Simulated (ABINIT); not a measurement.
# Bi (Im-3m) in ABINIT: further runs, part 2 of 2

ABINIT 10.8.3 (patched build). The steps go on from the part before.

## 4. Equation of state, PW91+D3(BJ)

Contents of run.py:

```python
import json, os
import numpy as np
from ase.eos import EquationOfState
from ase.units import GPa
from ase.calculators.mixing import SumCalculator
from dftd3.ase import DFTD3
from ase.calculators.abinit import Abinit, AbinitProfile
from ase import Atoms

atoms = Atoms(['Bi'],
              cell=[[-1.9814305318, 1.9814305318, 1.9814305318], [1.9814305318, -1.9814305318, 1.9814305318], [1.9814305318, 1.9814305318, -1.9814305318]],
              scaled_positions=[[0.0, 0.0, 0.0]],
              pbc=True)

profile = AbinitProfile(command='abinit', pp_paths=[os.path.abspath('pseudos')])
params = dict(
    pps='pawxml', xc='PBE',
    ecut=408.1708,
    pawecutdg=816.3416,
    kptopt=1,
    ngkpt=[9, 9, 9],
    nshiftk=1,
    shiftk=[0.0, 0.0, 0.0],
    ixc=-109134,
    nband=12,
    occopt=3,
    tsmear=0.05,
    nstep=100,
    tolvrs=1e-09,
    prtwf=0,
    prtden=0,
)

cell0 = atoms.cell.copy()
volumes, energies = [], []
for i, x in enumerate([0.94, 0.96, 0.98, 1.0, 1.02, 1.04, 1.06]):
    atoms.set_cell(cell0 * x ** (1 / 3), scale_atoms=True)
    atoms.calc = SumCalculator([Abinit(profile=profile, directory=f'v{i}', **params), DFTD3(method='pw91', damping='d3bj')])
    volumes.append(atoms.get_volume() / len(atoms))
    dft, disp = atoms.calc.mixer.calcs
    energies.append((dft.get_property('free_energy', atoms) + disp.get_property('energy', atoms)) / len(atoms))
    print(f'{x:5.2f} {volumes[-1]:10.5f} A^3/atom {energies[-1]:14.6f} eV/atom', flush=True)
    json.dump(dict(volumes=volumes, energies=energies), open('results.json', 'w'))
v0, e0, b0 = EquationOfState(volumes, energies, eos='sjeos').fit()
print(f'V0 {v0:.4f} A^3/atom  E0 {e0:.6f} eV/atom  B0 {b0 / GPa:.2f} GPa')
```

Potentials or basis: JTH PAW PBE v2.0.

The run is started by

```console
$ python run.py
```

Log:

```text
0.94   29.24990 A^3/atom   -1965.188806 eV/atom
 0.96   29.87224 A^3/atom   -1965.197776 eV/atom
 0.98   30.49458 A^3/atom   -1965.201000 eV/atom
 1.00   31.11692 A^3/atom   -1965.199934 eV/atom
 1.02   31.73925 A^3/atom   -1965.194253 eV/atom
 1.04   32.36159 A^3/atom   -1965.185102 eV/atom
 1.06   32.98393 A^3/atom   -1965.172564 eV/atom
V0 30.6235 A^3/atom  E0 -1965.201240 eV/atom  B0 58.81 GPa
```

abinit.in:

```text
ecut 408.1708 eV
ixc -109134
kptopt 1
natom 1
nband 12
ngkpt
9 9 9
nshiftk 1
nsppol 1
nstep 100
occopt 3
pawecutdg 816.3416 eV
prtden 0
prtwf 0
shiftk
0.0 0.0 0.0
tolvrs 1e-09
tsmear 0.05 eV
#Definition of the unit cell
acell
1.00000000000000 1.00000000000000 1.00000000000000 Angstrom
rprim
-2.02029197696215 2.02029197696215 2.02029197696215
2.02029197696215 -2.02029197696215 2.02029197696215
2.02029197696215 2.02029197696215 -2.02029197696215
chkprim 0 # Allow non-primitive cells
#Definition of the atom types
ntypat 1
znucl 83
#Enumerate different atomic species
typat
 1
pseudos "./pseudos/Bi.GGA_PBE-JTH.xml"
#Definition of the atoms
xcart
0.00000000000000 0.00000000000000 0.00000000000000
chkexit 1 # abinit.exit file in the running directory terminates after the current SCF
```

abinit.abo:

```text
.Version 10.8.3 of ABINIT
 Symmetries : space group Im -3 m (#229); Bravais cI (body-center cubic)
================================================================================
 Values of the parameters that define the memory need of the present run
     intxc =       0    ionmov =       0      iscf =      17    lmnmax =      18
     lnmax =       6     mgfft =      24  mpssoang =       3    mqgrid =    3001
     natom =       1  nloc_mem =       2    nspden =       1   nspinor =       1
    nsppol =       1      nsym =      48    n1xccc =       1    ntypat =       1
    occopt =       3   xclevel =       2
       mpw =         630          nfft =       13824          nkpt =          35
 PAW method is used; the additional fine FFT grid is defined by:
   mgfftf=        36    nfftf =     46656
================================================================================
================================================================================

--------------------------------------------------------------------------------
------------- Echo of variables that govern the present computation ------------
--------------------------------------------------------------------------------
 -outvars: echo values of preprocessed input variables --------
            acell      1.8897261259E+00  1.8897261259E+00  1.8897261259E+00 Bohr
              amu      2.08980370E+02
          chkexit           1
          chkprim           0
             ecut      1.50000002E+01 Hartree
              ixc     -109134
         kptrlatt        9    0    0      0    9    0      0    0    9
          kptrlen      5.95135893E+01
            natom           1
            nband          12
[... 175 lines left out ...]
...

--- !EnergyTermsDC
iteration_state     : {dtset: 1, }
comment             : '"Double-counting" decomposition of free energy'
band_energy         : -5.52127266960630E+00
Ewald energy        : -5.36190896093647E+01
psp_core            :  1.88449967229766E+00
xc_dc               : -1.78577633513249E+01
PAW spherical_terms :  2.90628256842651E+00
internal            : -7.22073433895717E+01
'-kT*entropy'       : -1.84795033501754E-04
total_energy_dc     : -7.22075281846052E+01
total_energy_dc_eV  : -1.96486693929885E+03
...

--- !EnergyTermsWithPAWCore
iteration_state     : {dtset: 1, }
comment             : 'Components of total free energy, including PAW core contributions'
Total energy        : -2.15328146046982E+04
Total energy DC     : -2.15328146104273E+04
Total energy (eV)   : -5.85937735171542E+05
Total energy DC (eV): -5.85937735327440E+05
...

 Cartesian components of stress tensor (hartree/bohr^3)
  sigma(1 1)=  1.19232173E-04  sigma(3 2)=  0.00000000E+00
  sigma(2 2)=  1.19232173E-04  sigma(3 1)=  0.00000000E+00
  sigma(3 3)=  1.19232173E-04  sigma(2 1)=  0.00000000E+00

-Cartesian components of stress tensor (GPa)         [Pressure= -3.5079E+00 GPa]
- sigma(1 1)=  3.50793164E+00  sigma(3 2)=  0.00000000E+00
- sigma(2 2)=  3.50793164E+00  sigma(3 1)=  0.00000000E+00
- sigma(3 3)=  3.50793164E+00  sigma(2 1)=  0.00000000E+00

== END DATASET(S) ==============================================================
================================================================================

 -outvars: echo values of variables after computation  --------
            acell      1.8897261259E+00  1.8897261259E+00  1.8897261259E+00 Bohr
           etotal     -7.2207528185E+01
            fcart     -0.0000000000E+00 -0.0000000000E+00 -0.0000000000E+00
            rprim     -2.0202919770E+00  2.0202919770E+00  2.0202919770E+00
                       2.0202919770E+00 -2.0202919770E+00  2.0202919770E+00
                       2.0202919770E+00  2.0202919770E+00 -2.0202919770E+00
           strten      1.1923217307E-04  1.1923217307E-04  1.1923217307E-04
                       0.0000000000E+00  0.0000000000E+00  0.0000000000E+00
 Calculation completed.
```

Wall time 72 s (1 thread of Arm Neoverse V1, shared host); peak memory 0.12 GiB.

Results:

```yaml
Equilibrium_volume: 30.62 Å³/atom
Bulk_modulus: 59 GPa
Pressure_derivative_of_the_bulk_modulus: "5.2 (rough: it moves with the points fitted)"
```

Energy against volume, from the lowest point:
```tsv
volume (Å³/atom)	energy (meV/atom)
29.250	12.19
29.872	3.22
30.495	0.00
31.117	1.07
31.739	6.75
32.362	15.90
32.984	28.44
```

Caveat: the cutoff is too short for stress, so the log's stress isn't used; pressures at fixed basis lie under the slope of the energies; the log and the count of SCF iterations are those of the last ABINIT call alone; the PAW data sets were made with another functional, which shifts forces and pressure a little; spin-orbit coupling is left out, which moves the levels of the heavy elements.

## 5. Band structure, PBEsol

Contents of run.abi:

```
ndtset 2

pp_dirpath "./"
pseudos "Bi.upf"

acell 3*1.0 Angstrom
rprim
    -1.9814305318     1.9814305318     1.9814305318
     1.9814305318    -1.9814305318     1.9814305318
     1.9814305318     1.9814305318    -1.9814305318
ntypat 1
znucl 83
natom 1
typat 1
xred
     0.0000000000     0.0000000000     0.0000000000

ecut 1197.300995 eV

ixc -116133

occopt 3
tsmear 0.00183747

nstep 100

iomode 3
prtwf 0
prteig 0
prtebands 0
enunit 1
prtden1 1
prtvha1 1
prtvclmb1 1
prtpot1 1
prtelf1 1

kptopt1 1
ngkpt1 9 9 9
nshiftk1 1
shiftk1 0.0 0.0 0.0
nband1 16
tolvrs1 1.0e-10

iscf2 -2
getden2 1
nband2 20
nbdbuf2 2
tolwfr2 1.0e-12
kptopt2 -5
ndivsm2 8
prteig2 1
kptbounds2
     0.0000000000     0.0000000000     0.0000000000
     0.5000000000    -0.5000000000     0.5000000000
     0.0000000000     0.0000000000     0.5000000000
     0.0000000000     0.0000000000     0.0000000000
     0.2500000000     0.2500000000     0.2500000000
     0.5000000000    -0.5000000000     0.5000000000
```

Potentials or basis: PseudoDojo NC SR PBEsol v0.4 stringent.

The run is started by

```console
$ abinit run.abi > log 2>&1
```

run.abo:

```text
.Version 10.8.3 of ABINIT
 DATASET    1 : space group Im -3 m (#229); Bravais cI (body-center cubic)
================================================================================
 Values of the parameters that define the memory need for DATASET  1.
     intxc =       0    ionmov =       0      iscf =       7    lmnmax =       6
     lnmax =       6     mgfft =      40  mpssoang =       3    mqgrid =    3001
     natom =       1  nloc_mem =       1    nspden =       1   nspinor =       1
    nsppol =       1      nsym =      48    n1xccc =    2501    ntypat =       1
    occopt =       3   xclevel =       2
       mpw =        2946          nfft =       64000          nkpt =          35
================================================================================
================================================================================

 DATASET    2 : space group Im -3 m (#229); Bravais cI (body-center cubic)
================================================================================
[... 864 lines left out ...]
-143.61373  -81.63803  -81.63803  -81.63797  -12.99741  -12.99741  -12.80817  -12.79876
 -12.79876    1.47686    8.04397    8.04397    8.45538   13.74282   13.74282   24.81226
  26.47244   27.25485   27.25485   31.21533
 kpt#  48, nband= 20, wtk=  1.00000, kpt=  0.5000 -0.5000  0.5000 (reduced coord)
-143.61373  -81.63804  -81.63804  -81.63804  -13.00143  -13.00143  -12.79771  -12.79771
 -12.79771    1.59444    8.16755    8.16755    8.16755   13.49196   13.49196   25.01744
  27.35263   27.35263   27.35263   31.14092

== END DATASET(S) ==============================================================
================================================================================

 -outvars: echo values of variables after computation  --------
            acell      1.8897261259E+00  1.8897261259E+00  1.8897261259E+00 Bohr
           etotal1    -2.3204216370E+02
            fcart1    -0.0000000000E+00 -0.0000000000E+00 -0.0000000000E+00
            rprim     -1.9814305318E+00  1.9814305318E+00  1.9814305318E+00
                       1.9814305318E+00 -1.9814305318E+00  1.9814305318E+00
                       1.9814305318E+00  1.9814305318E+00 -1.9814305318E+00
           strten1     6.8850960043E-05  6.8850960043E-05  6.8850960043E-05
                       0.0000000000E+00  0.0000000000E+00  0.0000000000E+00
 Calculation completed.
```

Wall time 82 s (1 thread of Arm Neoverse V1, shared host); peak memory 0.12 GiB.

What came out:

| Property | Result |
| --- | --- |
| Free energy | -6314.1889 eV |
| Pressure | -2.0 GPa |
| Band gap on the k mesh | none (metal or under the smearing width) |
| Valence electrons inside the program's atomic spheres | Bi 18.67 (radii [1.0584] Å) |

Levels at the corners of the path, in eV from the Fermi level:
```
point  band 9  band 10  band 11  band 12  band 13  band 14
    Γ  -22.85   -13.54     5.10     5.10     5.10     9.08
    H  -22.78    -8.39    -1.82    -1.82    -1.82     3.51
    N  -22.76   -10.50    -5.09     1.56     3.43     5.94
    Γ  -22.85   -13.54     5.10     5.10     5.10     9.08
    P  -22.85    -9.96    -2.35    -2.35    -2.35    14.88
    H  -22.78    -8.39    -1.82    -1.82    -1.82     3.51
```

Caveat: spin-orbit coupling is left out, which moves the levels of the heavy elements.

## 6. The runs side by side

| task | level | potentials or basis | cutoff (eV) | fine-grid cutoff | dispersion computed by | V0 of scaled cells (Å³/atom) | B0 (GPa) |
| --- | --- | --- | --- | --- | --- | --- | --- |
| equation of state | LDA | PseudoDojo NC SR LDA v0.4.1 standard | 952 | - | - | 29.39 | 65 |
| equation of state | revPBE+D3 | JTH PAW PBE v2.0 | 408 | 816.342 eV | - | 31.16 | 47 |
| equation of state | PW91+D3(BJ) | JTH PAW PBE v2.0 | 408 | 816.342 eV | simple-dftd3 1.7.0 | 30.62 | 59 |
| band structure | PBEsol | PseudoDojo NC SR PBEsol v0.4 stringent | 1197 | - | - | - | - |

Alike in all rows: no spin polarisation; cell as given; k mesh 9 × 9 × 9; smearing fermi-dirac 0.05 eV.

Caveats: spin-orbit coupling is left out, which moves the levels of the heavy elements; pressures at fixed basis lie under the slope of the energies (some runs); the PAW data sets were made with another functional, which shifts forces and pressure a little (some runs).

Absolute energies hang on the potentials; compare differences alone.
